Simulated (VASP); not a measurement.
# PbS (Cmcm) in VASP: reference runs

Aim: a first look at PbS with PBEsol, on the cell as given.

Program: VASP 6.6.1. These are calculated values, not measurements. Logs are shortened: lines on timing, memory, paths and dates and some standing lists are left out, and cuts for length are marked.

## (1) Starting point

It takes space group Cmcm (No. 63, orthorhombic). Conventional cell: a = 4.160 Å, b = 11.983 Å, c = 4.279 Å, α = 90.00°, β = 90.00°, γ = 90.00°. Pb (site symmetry m2m) has 5 S at 2.69 to 2.99 Å as nearest neighbours. S (site symmetry m2m) has 5 Pb at 2.69 to 2.99 Å as nearest neighbours.

Measurements of this composition are mostly on another form, of space group No. 225.

## (2) Single point, PBEsol

The input, INCAR:

```
  PREC = Accurate
  ENCUT = 520
  EDIFF = 1E-7
  ISMEAR = -1
  SIGMA = 0.05
  LREAL = F
  LASPH = T
  NELM = 80
  ALGO = Normal
  ISIF = 2
  LWAVE = F
  LCHARG = F
  GGA = PS
  NBANDS = 28
```

The input, KPOINTS:

```
regular mesh
0
Gamma
  7 7 6
```

The input, POSCAR:

```
PbS
1.0
    2.0799526950     -5.9912968650      0.0000000000
    2.0799526950      5.9912968650      0.0000000000
    0.0000000000      0.0000000000      4.2793209400
Pb S
2 2
Direct
    0.1305633500      0.8694366500      0.2500000000
    0.8694366500      0.1305633500      0.7500000000
    0.3547970900      0.6452029100      0.2500000000
    0.6452029100      0.3547970900      0.7500000000
```

Potentials or basis: VASP PAW PBE potentials, release 64 (Pb_d, S).

Started as:

```
> cat potpaw_PBE.64/Pb_d/POTCAR potpaw_PBE.64/S/POTCAR > POTCAR
> mpirun -np 1 vasp_std > vasp.out
```

OUTCAR:

```text
PREC = Accurate
   ENCUT = 520
   EDIFF = 1E-7
   ISMEAR = -1
   LREAL = F
   LASPH = T
   NELM = 80
   ISIF = 2
   GGA = PS

 ion  position               nearest neighbor table
   1  0.131  0.869  0.250-   3 2.69   4 2.99   4 2.99   4 2.99   4 2.99   2 3.79   2 3.79   2 4.13
                             2 4.13   2 4.13   2 4.13
   2  0.869  0.131  0.750-   4 2.69   3 2.99   3 2.99   3 2.99   3 2.99   1 3.79   1 3.79   1 4.13
                             1 4.13   1 4.13   1 4.13
   3  0.355  0.645  0.250-   1 2.69   2 2.99   2 2.99   2 2.99   2 2.99
   4  0.645  0.355  0.750-   2 2.69   1 2.99   1 2.99   1 2.99   1 2.99

  LATTYP: Found a base centered orthorhombic cell.
 ALAT       =     4.1599053900
 B/A-ratio  =     2.8804966956
 C/A-ratio  =     1.0287063139

  Lattice vectors:

 A1 = (   2.0799526950,  -5.9912968650,   0.0000000000)
 A2 = (   2.0799526950,   5.9912968650,   0.0000000000)
 A3 = (   0.0000000000,   0.0000000000,   4.2793209400)

Analysis of symmetry for initial positions (statically):
=====================================================================
 Subroutine PRICEL returns:
 Original cell was already a primitive cell.

 Routine SETGRP: Setting up the symmetry group for a
 base centered orthorhombic supercell.

 Subroutine GETGRP returns: Found  8 space group operations
 (whereof  4 operations were pure point group operations)
 out of a pool of  8 trial point group operations.

The static configuration has the point symmetry C_2h.
 The point group associated with its full space group is D_2h.

Analysis of symmetry for dynamics (positions and initial velocities):
=====================================================================
 Subroutine PRICEL returns:
 Original cell was already a primitive cell.

 Routine SETGRP: Setting up the symmetry group for a
 base centered orthorhombic supercell.

 Subroutine GETGRP returns: Found  8 space group operations
 (whereof  4 operations were pure point group operations)
 out of a pool of  8 trial point group operations.

The dynamic configuration has the point symmetry C_2h.
 The point group associated with its full space group is D_2h.

 Subroutine INISYM returns: Found  8 space group operations
 (whereof  4 operations are pure point group operations),
 and found     1 'primitive' translations

----------------------------------------------------------------------------------------

                                     Primitive cell

  volume of cell :     106.6545

  direct lattice vectors                    reciprocal lattice vectors
     2.079952695 -5.991296865  0.000000000     0.240390083 -0.083454386  0.000000000
     2.079952695  5.991296865  0.000000000     0.240390083  0.083454386  0.000000000
     0.000000000  0.000000000  4.279320940     0.000000000  0.000000000  0.233681936

  length of vectors
     6.342069168  6.342069168  4.279320940     0.254464195  0.254464195  0.233681936

  position of ions in fractional coordinates (direct lattice)
     0.130563350  0.869436650  0.250000000
     0.869436650  0.130563350  0.750000000
     0.354797090  0.645202910  0.250000000
     0.645202910  0.354797090  0.750000000

  ion indices of the primitive-cell ions
   primitive index   ion index
                 1           1
                 2           2
                 3           3
                 4           4

----------------------------------------------------------------------------------------

 KPOINTS: regular mesh

Automatic generation of k-mesh.
 Grid dimensions read from file:
 generate k-points for:    7    7    6

 Generating k-lattice:

  Cartesian coordinates                     Fractional coordinates (reciprocal lattice)
     0.034341440 -0.011922055  0.000000000     0.142857143  0.000000000  0.000000000
     0.034341440  0.011922055  0.000000000     0.000000000  0.142857143  0.000000000
     0.000000000  0.000000000  0.038946989     0.000000000  0.000000000  0.166666667

  Length of vectors
     0.036352028  0.036352028  0.038946989

  Shift w.r.t. Gamma in fractional coordinates (k-lattice)
     0.000000000  0.000000000  0.000000000

 Subroutine IBZKPT returns following result:
 ===========================================

 Found     64 irreducible k-points:

 Following reciprocal coordinates:
            Coordinates               Weight
  0.000000  0.000000  0.000000      1.000000
  0.142857 -0.000000  0.000000      4.000000
  0.285714 -0.000000  0.000000      4.000000
  0.428571 -0.000000  0.000000      4.000000
  0.142857  0.142857  0.000000      2.000000
  0.285714  0.142857  0.000000      4.000000
[... 16 lines left out ...]
  0.428571  0.142857  0.166667      8.000000
 -0.428571  0.142857  0.166667      8.000000
 [... further k-points ...]
   k-points           NKPTS =     64   k-points in BZ     NKDIM =     64   number of bands    NBANDS=     28
   number of dos      NEDOS =    301   number of ions     NIONS =      4
   total plane-waves  NPLWV =  73728
   dimension x,y,z NGX =    48 NGY =   48 NGZ =   32
   dimension x,y,z NGXF=    96 NGYF=   96 NGZF=   64
   ions per type =               2   2
   NGX,Y,Z   is equivalent  to a cutoff of  12.58, 12.58, 12.43 a.u.
   NGXF,Y,Z  is equivalent  to a cutoff of  25.16, 25.16, 24.86 a.u.
 SYSTEM =  unknown system
   PREC   = accura    normal or accurate (medium, high low for compatibility)
   ISTART =      0    job   : 0-new  1-cont  2-samecut
   ICHARG =      2    charge: 1-file 2-atom 10-const
   ISPIN  =      1    spin polarized calculation?
   LNONCOLLINEAR =      F non collinear calculations
   LSORBIT =      F    spin-orbit coupling
   LASPH  =      T    aspherical Exc in radial PAW
   ENCUT  =  520.0 eV  38.22 Ry    6.18 a.u.  11.79 11.79  7.96*2*pi/ulx,y,z
   NELM   =     80;   NELMIN=  2; NELMDL= -5     # of ELM steps
   EDIFF  = 0.1E-06   stopping-criterion for ELM
   LREAL  =      F    real-space projection
   EDIFFG = 0.1E-05   stopping-criterion for IOM
   NSW    =      0    number of steps for IOM
   IBRION =     -1    ionic relax: 0-MD 1-quasi-New 2-CG
   NFREE  =      0    steps in history (QN), initial steepest desc. (CG)
   ISIF   =      2    stress and relaxation
   ISYM   =      2    0-nonsym 1-usesym 2-fastsym
   POTIM  = 0.5000    time-step for ionic-motion
   TEBEG  =    0.0;   TEEND  =   0.0 temperature during run
   PSTRESS=    0.0 pullay stress
   NELECT =      40.0000    total number of electrons
   NUPDOWN=      -1.0000    fix difference up-down
   EMIN   =  10.00;   EMAX   =-10.00  energy-range for DOS
   EFERMI =   0.00;   METHOD = LEGACY
   ISMEAR =    -1;   SIGMA  =   0.05  broadening in eV -4-tet -1-fermi 0-gaus
   EFERMI_NEDOS =   21; number of points for ismear=-14 and -15
   IALGO  =     38    algorithm
   IMIX   =      4    mixing-type and parameters
     AMIX     =   0.40;   BMIX     =  1.00
     AMIX_MAG =   1.60;   BMIX_MAG =  1.00
  volume/ion in A,a.u.               =      26.66       179.94
  Fermi-wavevector in a.u.,A,eV,Ry     =   1.180597  2.231005 18.963935  1.393810
  Thomas-Fermi vector in A             =   2.316887
   LORBIT       =      0    0 simple, 1 ext, 2 COOP (PROOUT), +10 PAW based schemes
   GGA     = PS    functional components
   LHFCALC =     F    Hartree Fock is set to
   AEXX    =    0.0000 exact exchange contribution
   IVDW    =     0    specifies the selected vdW correction
   LEPSILON=     F    determine dielectric tensor
   LRPA    =     F    only Hartree local field effects (RPA)
 non-spin polarized calculation
  energy-cutoff  :      520.00
  volume of cell :      106.65
 maximum number of plane-waves:      2892
   NGX = 23   NGY = 23   NGZ = 15

 number of electron      40.0000007 magnetization

 Free energy of the ion-electron system (eV)
  ---------------------------------------------------
  ext. energy  EPLUGINS =         0.00000000
  ---------------------------------------------------
  free energy    TOTEN  =       -18.74721992 eV

  energy without entropy =      -18.74721955  energy(sigma->0) =      -18.74721973

 E-fermi :   5.3459     XC(G=0):  -9.7806

 val. band max:        4.7330603146   @ k =  -0.4286   0.4286   0.3333
 cond. band min:       5.8955992180   @ k =   0.4286   0.4286   0.0000
 fundamental gap:      1.1625389035
 Fermi energy:         5.3459183829

 k-point     1 :       0.0000    0.0000    0.0000
  band No.  band energies     occupation
      1     -11.5238      2.00000
      2     -11.4220      2.00000
      3     -11.4127      2.00000
      4     -11.4102      2.00000
      5     -11.3754      2.00000
      6     -11.3717      2.00000
[... 20 lines left out ...]
     27      10.8504      0.00000
     28      11.6790      0.00000

 k-point     2 :       0.1429   -0.0000    0.0000
  band No.  band energies     occupation
      1     -11.5114      2.00000
      2     -11.4165      2.00000
      3     -11.4087      2.00000
      4     -11.4017      2.00000
      5     -11.3782      2.00000
      6     -11.3775      2.00000
[... 20 lines left out ...]
     27      11.0368      0.00000
     28      12.0640      0.00000

 k-point     3 :       0.2857   -0.0000    0.0000
  band No.  band energies     occupation
      1     -11.4814      2.00000
      2     -11.4090      2.00000
      3     -11.4080      2.00000
      4     -11.3931      2.00000
      5     -11.3830      2.00000
      6     -11.3801      2.00000
[... 20 lines left out ...]
     27      12.0565      0.00000
     28      12.7340      0.00000

 k-point     4 :       0.4286   -0.0000    0.0000
  band No.  band energies     occupation
      1     -11.4481      2.00000
      2     -11.4197      2.00000
      3     -11.4104      2.00000
      4     -11.4057      2.00000
      5     -11.3826      2.00000
      6     -11.3768      2.00000
[... 20 lines left out ...]
     27      12.6191      0.00000
     28      13.6040      0.00000

 k-point     5 :       0.1429    0.1429    0.0000
  band No.  band energies     occupation
      1     -11.4832      2.00000
      2     -11.4117      2.00000
      3     -11.4062      2.00000
      4     -11.3889      2.00000
      5     -11.3853      2.00000
      6     -11.3783      2.00000
[... 20 lines left out ...]
     27      12.0393      0.00000
     28      12.5009      0.00000

 k-point     6 :       0.2857    0.1429    0.0000
  band No.  band energies     occupation
      1     -11.4510      2.00000
      2     -11.4170      2.00000
      3     -11.4159      2.00000
      4     -11.3986      2.00000
      5     -11.3799      2.00000
      6     -11.3737      2.00000
[... 463 lines left out ...]
      5     -11.3920      2.00000
      6     -11.3684      2.00000
[... 20 lines left out ...]
     27      11.7130      0.00000
     28      12.8096      0.00000

 k-point    22 :       0.2857    0.1429    0.1667
  band No.  band energies     occupation
      1     -11.4653      2.00000
      2     -11.4446      2.00000
      3     -11.4145      2.00000
      4     -11.3928      2.00000
      5     -11.3858      2.00000
      6     -11.3689      2.00000
[... 20 lines left out ...]
     27      11.5720      0.00000
     28      12.7635      0.00000

 k-point    23 :       0.4286    0.1429    0.1667
  band No.  band energies     occupation
      1     -11.4629      2.00000
      2     -11.4459      2.00000
      3     -11.4135      2.00000
      4     -11.3915      2.00000
      5     -11.3807      2.00000
      6     -11.3725      2.00000
[... 20 lines left out ...]
     27      11.9422      0.00000
     28      12.7635      0.00000

 k-point    24 :      -0.4286    0.1429    0.1667
  band No.  band energies     occupation
      1     -11.4799      2.00000
      2     -11.4244      2.00000
      3     -11.4088      2.00000
      4     -11.3913      2.00000
      5     -11.3834      2.00000
      6     -11.3737      2.00000
[... 20 lines left out ...]
     27      12.1778      0.00000
     28      12.9556      0.00000

 [... further k-points ...]

------------------------ aborting loop because EDIFF is reached ----------------------------------------

  FORCE on cell =-STRESS in cart. coord.  units (eV):
  Direction    XX          YY          ZZ          XY          YZ          ZX
  --------------------------------------------------------------------------------------
  -------------------------------------------------------------------------------------
  Total       -1.3365631     -1.0291279     -1.4454149      0.0000000      0.0000000      0.0000000
  in kB      -20.0780210    -15.4596902    -21.7132058      0.0000000      0.0000000      0.0000000
  external PRESSURE =     -19.0836390 kB  Pullay stress =       0.0000000 kB

 VOLUME and BASIS-vectors are now :
 -----------------------------------------------------------------------------
  energy-cutoff  :      520.00
  volume of cell :      106.65
      direct lattice vectors                 reciprocal lattice vectors
     2.079952695 -5.991296865  0.000000000     0.240390083 -0.083454386  0.000000000
     2.079952695  5.991296865  0.000000000     0.240390083  0.083454386  0.000000000
     0.000000000  0.000000000  4.279320940     0.000000000  0.000000000  0.233681936

 POSITION                                       TOTAL-FORCE (eV/Angst)
 -----------------------------------------------------------------------------------
      2.07995      4.42681      1.06983         0.000000     -0.036773      0.000000
      2.07995     -4.42681      3.20949         0.000000      0.036773     -0.000000
      2.07995      1.73991      1.06983         0.000000     -0.016734      0.000000
      2.07995     -1.73991      3.20949         0.000000      0.016734      0.000000
 -----------------------------------------------------------------------------------
    total drift:                               -0.000000     -0.000000      0.000000

  FREE ENERGIE OF THE ION-ELECTRON SYSTEM (eV)
  ---------------------------------------------------
  free  energy   TOTEN  =       -18.7472199166 eV

  energy  without entropy=      -18.7472195456  energy(sigma->0) =      -18.74721973
```

It took 1.7 min on 1 thread of Intel Xeon 6975P-C (Granite Rapids), shared host; peak memory 0.34 GiB.

What came out:

- Free energy: -18.7472 eV
- Pressure: -1.9 GPa
- Largest force: 0.037 eV/Å
- Band gap on the k mesh: 1.16 eV, indirect (least direct gap 1.34 eV)

Forces in eV/Å, atoms in the order of the input:
```
Pb   0.000 -0.037  0.000
Pb   0.000  0.037  0.000
S    0.000 -0.017  0.000
S    0.000  0.017  0.000
```

Caveat: the PAW data sets were made with another functional, which shifts forces and pressure a little; spin-orbit coupling is left out, which as a rule narrows the gap of such compounds by several tenths of an eV; an odd mesh through Γ misses points on the zone boundary, where band edges often lie.
